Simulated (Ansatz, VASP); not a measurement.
# Ta2O5: VASP beside Ansatz

Wanted: the spread between two codes on one cell, functional and k mesh. The cell is taken from a series of runs on this material, whose earlier steps may have relaxed, scaled, displaced or heated it; both programs get it as it stands.

Main program and level: Ansatz 0.2.0; plane waves, with VASP 6.6.1 beside it; single point at HSE06.

## Step 1: Starting point

Symmetry: P2/m, No. 10, monoclinic system. Conventional cell: a = 3.841 Å, b = 3.863 Å, c = 6.841 Å, α = 90.00°, β = 105.42°, γ = 90.00°. Ta has 6 O at 1.92 to 2.22 Å nearest. Nearest to O lie 2 Ta at 1.93 Å. Nearest to O lie 3 Ta at 1.98 to 2.22 Å. Nearest to O lie 2 Ta at 1.92 Å. Farther neighbours and most contacts between anions are not listed.

Coordinates:

```
Ta O
1.0
     3.84141    0.00000    0.00000
     0.00000    3.86272    0.00000
    -1.81894    0.00000    6.59425
Ta O
2 5
Direct
  0.64752 0.00000 0.79070
  0.35248 0.00000 0.20930
  0.65911 0.50000 0.79722
  0.34089 0.50000 0.20278
  0.18974 0.00000 0.87253
  0.81026 0.00000 0.12747
  0.50000 0.00000 0.50000
```

## Step 2: VASP: single point, HSE06

With cell and atoms fixed, the geometry can't cause a difference; cores, projectors, grids and the points listed under the comparison can.

Lines of VASP's logs that name or quote its potential files are left out, and so is its time.

The run reads the wave functions of an earlier VASP run, which isn't shown here.

INCAR

```
SYSTEM = Ta2O5
PREC = Accurate
ENCUT = 520
EDIFF = 1E-06
NELM = 100
ISMEAR = 0
SIGMA = 0.01
LREAL = .FALSE.
ALGO = Normal
LHFCALC = .TRUE.
AEXX = 0.25
GGA = PE
HFSCREEN = 0.208
LASPH = .TRUE.
NBANDS = 33
PRECFOCK = Fast
LORBIT = 11
LWAVE = .FALSE.
LCHARG = .FALSE.
KPAR = 4
NCORE = 2
ISIF = 2
```

POSCAR

```
Ta2O5
1.0
    3.8414080139      0.0000000000      0.0000000000
    0.0000000000      3.8627157500      0.0000000000
   -1.8189421445      0.0000000000      6.5942490143
Ta O
2 5
Direct
    0.6475155983      0.0000000000      0.7907042773
    0.3524844017      0.0000000000      0.2092957227
    0.6591057249      0.5000000000      0.7972188220
    0.3408942751      0.5000000000      0.2027811780
    0.1897444523      0.0000000000      0.8725325436
    0.8102555477      0.0000000000      0.1274674564
    0.5000000000      0.0000000000      0.5000000000
```

KPOINTS

```
Automatic mesh
0
Gamma
4 4 2
0 0 0
```

PAW data sets: Ta_pv and O (PBE family, release 64).

Command:

```console
> mpirun -np 8 vasp_std
```

Numbers of over 12 decimals in the logs are rounded to 6 here.

The program printed:

```text
[banner, memory and clock lines left out]
running    8 mpi-ranks, on    1 nodes
 distrk:  each k-point on    2 cores,    4 groups
 distr:  one band on    2 cores,    1 groups

 POSCAR found type information on POSCAR TaO
 POSCAR found :  2 types and       7 ions
 LDA part: xc-table for (Slater+PW92), standard interpolation
 found WAVECAR, reading the header
 POSCAR, INCAR and KPOINTS ok, starting setup
 FFT: planning ... GRIDC
 FFT: planning ... GRID_SOFT
 FFT: planning ... GRID
 reading WAVECAR
 the WAVECAR file was read successfully
 initial charge from wavefunction
 entering main loop
       N       E                     dE             d eps       ncg     rms          rms(c)
DAV:   1    -0.826445148028E+02   -0.82645E+02   -0.14685E+00  1329   0.950E+00    0.368E+00
DAV:   2    -0.825924603455E+02    0.52054E-01   -0.20772E-01  1322   0.380E+00    0.179E+00
DAV:   3    -0.825858678705E+02    0.65925E-02   -0.41715E-02  1368   0.141E+00    0.816E-01
DAV:   4    -0.825834185660E+02    0.24493E-02   -0.69169E-03  1385   0.543E-01    0.402E-01
DAV:   5    -0.825829140391E+02    0.50453E-03   -0.27115E-03  1319   0.289E-01    0.199E-01
DAV:   6    -0.825828392522E+02    0.74787E-04   -0.17446E-04  1424   0.101E-01    0.101E-01
DAV:   7    -0.825828154832E+02    0.23769E-04   -0.54777E-05  1418   0.534E-02    0.545E-02
DAV:   8    -0.825828140114E+02    0.14718E-05   -0.84265E-06  1446   0.229E-02    0.324E-02
DAV:   9    -0.825828140556E+02   -0.44178E-07   -0.37851E-06  1158   0.151E-02
   1 F= -.82582814E+02 E0= -.82582814E+02  d E =-.199963E-51
```

From OUTCAR (step 2):

```text
ion  position               nearest neighbor table
   1  0.648  0.000  0.791-   7 1.92   3 1.93   3 1.93   5 1.98   5 2.01   6 2.22   2 3.35   2 3.38

  LATTYP: Found a simple monoclinic cell.
 ALAT       =     3.8414080139
 B/A-ratio  =     1.0055468557
 C/A-ratio  =     1.7807316514
 COS(beta)  =    -0.2659071219

 Subroutine GETGRP returns: Found  4 space group operations
 (whereof  4 operations were pure point group operations)

The static configuration has the point symmetry C_2h.

 Found     18 irreducible k-points:

   k-points           NKPTS =     18   k-points in BZ     NKDIM =     32   number of bands    NBANDS=     33

   dimension x,y,z NGX =    30 NGY =   30 NGZ =   54
   dimension x,y,z NGXF=    60 NGYF=   60 NGZF=  108

   ENCUT  =  520.0 eV  38.22 Ry    6.18 a.u.   7.14  7.18 12.72*2*pi/ulx,y,z

   NELECT =      52.0000    total number of electrons

 k-points in reciprocal lattice and weights: Automatic mesh
   0.00000000  0.00000000  0.00000000       0.031
   0.25000000  0.00000000  0.00000000       0.062
   0.50000000  0.00000000  0.00000000       0.031
   0.00000000  0.25000000  0.00000000       0.062
   0.25000000  0.25000000  0.00000000       0.125
   0.50000000  0.25000000  0.00000000       0.062
   0.00000000  0.50000000  0.00000000       0.031
   0.25000000  0.50000000  0.00000000       0.062
   0.50000000  0.50000000  0.00000000       0.031
[...]
0.25000000  0.50000000  0.50000000       0.062
   0.50000000  0.50000000  0.50000000       0.031

  exchange ACFDT corr.  =         0.00000000  see jH, gK, PRB 81, 115126

 average (electrostatic) potential at core
       1 -37.6066       2 -37.6066       3 -66.3677       4 -66.3677       5 -67.2957
       6 -67.2957       7 -67.2470

 E-fermi :  -0.0284

 k-point     1 :       0.0000    0.0000    0.0000
  band No.  band energies     occupation
    ...
     22      -1.2140      2.00000
     23      -1.1697      2.00000
     24      -0.9809      2.00000
     25      -0.8334      2.00000
     26      -0.7150      2.00000
     27       3.4761      0.00000
     28       3.8697      0.00000
     29       4.0075      0.00000
     30       5.6648      0.00000
     31       5.8207      0.00000
    ...

 k-point     2 :       0.2500    0.0000    0.0000
  band No.  band energies     occupation
    ...
     22      -1.4950      2.00000
     23      -1.4285      2.00000
     24      -1.1500      2.00000
     25      -1.0529      2.00000
     26      -0.8569      2.00000
     27       3.8243      0.00000
     28       4.4378      0.00000
     29       4.6062      0.00000
     30       4.7866      0.00000
     31       5.9961      0.00000
    ...

 k-point     3 :       0.5000    0.0000    0.0000
  band No.  band energies     occupation
    ...
     22      -1.6689      2.00000
     23      -1.4780      2.00000
     24      -1.4501      2.00000
     25      -1.1119      2.00000
     26      -0.9003      2.00000
     27       3.7274      0.00000
     28       4.3514      0.00000
     29       5.2791      0.00000
     30       5.9178      0.00000
     31       6.2000      0.00000
    ...

  Total       -1.7228951     -1.7631085     -3.5565614      0.0000000      0.0000000     -0.2269871
  in kB      -28.2111559    -28.8696214    -58.2361102      0.0000000      0.0000000     -3.7167486
  external PRESSURE =     -38.4389625 kB  Pullay stress =       0.0000000 kB

  energy-cutoff  :      520.00
  volume of cell :       97.85
      direct lattice vectors                 reciprocal lattice vectors
     3.841408014  0.000000000  0.000000000     0.260321215  0.000000000  0.071806392
     0.000000000  3.862715750  0.000000000     0.000000000  0.258885216  0.000000000
    -1.818942145  0.000000000  6.594249014     0.000000000  0.000000000  0.151647291

 POSITION                                       TOTAL-FORCE (eV/Angst)
 -----------------------------------------------------------------------------------
      1.04913      0.00000      5.21410        -0.010823      0.000000     -0.170577
      0.97334      0.00000      1.38015         0.010823      0.000000      0.170577
      1.08180      1.93136      5.25706         0.018251      0.000000     -0.013662
      0.94067      1.93136      1.33719        -0.018251     -0.000000      0.013662
     -0.85820      0.00000      5.75370         0.002458      0.000000     -0.018165
      2.88067      0.00000      0.84055        -0.002458     -0.000000      0.018165
      1.01123      0.00000      3.29712         0.000000      0.000000     -0.000000
 -----------------------------------------------------------------------------------
    total drift:                               -0.000000     -0.000000     -0.000000

  FREE ENERGIE OF THE ION-ELECTRON SYSTEM (eV)
  ---------------------------------------------------
  free  energy   TOTEN  =       -82.5828140556 eV

  energy  without entropy=      -82.5828140556  energy(sigma->0) =      -82.58281406

 total charge
# of ion       s       p       d       tot
------------------------------------------
    1        0.352   6.366   1.967   8.684
    2        0.352   6.366   1.967   8.684
    3        1.576   3.558   0.000   5.133
    4        1.576   3.558   0.000   5.133
    5        1.564   3.585   0.000   5.150
    6        1.564   3.585   0.000   5.150
    7        1.572   3.560   0.000   5.132
--------------------------------------------------
tot          8.556  30.578   3.933  43.067

[... 3 further parts left out ...]
```

The k-mesh is coarse for exact exchange; levels may shift by about 0.1 eV on a finer one.

(Part 1 of 2 ends here.)

[Lines on the potential files, build, host, timing and source positions are cut from VASP's logs without a mark.]

[Logs are printed without paths, hosts, clocks, repeated set-up lines and the standing remarks that a program may print on its own settings, such as how far it seeks lower states.]

[Hosts, paths, dates, database ids (printed as entryN), source tags and the programs' standing remarks are cut or masked in the printed files.]
